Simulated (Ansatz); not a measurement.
# Si: the cost of one run

Computed with Ansatz 0.2.0, driven from Python. The levels of theory stand in the script.

**1. The system**

The structure is tetragonal, space group I4_1/amd (No. 141). Conventional cell: a = 4.743 Å, b = 4.743 Å, c = 2.659 Å, α = 90.00°, β = 90.00°, γ = 90.00°. Si (site symmetry -4m2) is surrounded by 6 Si at 2.46 to 2.66 Å.

The script holds or builds the structure itself.

**2. The code**

si.py reads:

```python
"""Relaxed cell of Si under several functionals."""

import ansatz
import numpy as np
from pymatgen.core import Lattice, Structure
from pymatgen.io.ase import AseAtomsAdaptor

FILLING = "methfessel_paxton"
WIDTH_EV = 0.1
K_LENGTH = 32
FORCE_TOL = 0.02

def edges_and_angles(cell):
    cell = np.asarray(cell)
    a, b, c = np.linalg.norm(cell, axis=1)
    cosines = cell[1] @ cell[2] / (b * c), cell[0] @ cell[2] / (a * c), cell[0] @ cell[1] / (a * b)
    return (a, b, c, *np.degrees(np.arccos(cosines)))


def main() -> None:
    pmg_structure = Structure(
        Lattice([(-2.37137, 2.37137, 1.32927), (2.37137, -2.37137, 1.32927), (2.37137, 2.37137, -1.32927)]),
        ["Si", "Si"],
        [
            (0.25, 0.75, 0.5),
            (0.5, 0.5, 0.0),
        ],
    )
    system = ansatz.Crystal.from_ase(AseAtomsAdaptor.get_atoms(pmg_structure))

    job = (
        system.calculation()
        .occupations(FILLING, width=WIDTH_EV)
        .kpoints(length=K_LENGTH)
        .relax(cell=True, force_tolerance=FORCE_TOL)
    )

    levels = [("r2scan", "d4"), ("r2scan", "none"), ("pbe", "none")]
    print("level            a       b       c    alpha   beta  gamma  V/atom  steps")
    for name, dispersion in levels:
        seen = []
        run = job.functional(name, dispersion=dispersion).session().plan()
        outcome = run.execute(on_event=lambda e: seen.append(e) if e["event"] == "relax_step" else None)
        cell = outcome.lattice.cell_ang
        label = name if dispersion == "none" else f"{name}+{dispersion}"
        print("{:13s} {:7.4f} {:7.4f} {:7.4f} {:6.2f} {:6.2f} {:6.2f}".format(label, *edges_and_angles(cell)), f"{abs(np.linalg.det(cell)) / len(outcome.lattice.sites):7.3f} {len(seen):5d}")


if __name__ == "__main__":
    main()
```

**3. The calls as engine input**

The engine receives this input (first run):

```yaml
crystal:
  lattice:
    - [-2.37137, 2.37137, 1.32927]
    - [2.37137, -2.37137, 1.32927]
    - [2.37137, 2.37137, -1.32927]
  atoms:
    - { symbol: Si, position: [0.25, 0.75, 0.5] }
    - { symbol: Si, position: [0.5, 0.5, 0.0] }
kpoints:
  mp_grid:
    grid: [14, 14, 10]
hamiltonian:
  xc: r2scan
  dispersion: d4
scf:
  occupations:
    method: methfessel_paxton
    width: 0.1
relax:
  f_tol: 0.02
  cell: {}
```

**4. The run**

Command:

```bash
python si.py
```

**Question.** How long does this script take on 1 thread of Arm Neoverse V1, shared host, and how much memory does it need?

About 4.7 min, with a peak of 0.75 GiB.
